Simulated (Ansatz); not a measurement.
Crystals in the rock-salt structure, computed with r2SCAN in Ansatz (plane-wave DFT, scalar-relativistic, harmonic phonons, no LO–TO term at Γ; fixed occupations; no spin; PAW, where unfrozen means all-electron datasets; each on its own modest k mesh, which can be coarse for ε∞).

One of them, on the k mesh 6×6×6 in its typed cell of 23.1 Å³ an atom, gives top Γ mode (cm⁻¹) 153 (phonons by finite displacements).

Caveats: coarse k mesh.

Question: Which crystal is it?
A. LiH
B. SrO
C. NaCl
D. KBr

Answer: C. It is NaCl. The others give, for the top Γ mode in cm⁻¹: LiH 601 on 6×6×6, KBr 105 on 6×6×6, SrO 199 on 6×6×6. Caveats: LiH: Ansatz hand-made PAW files were made for PBE.
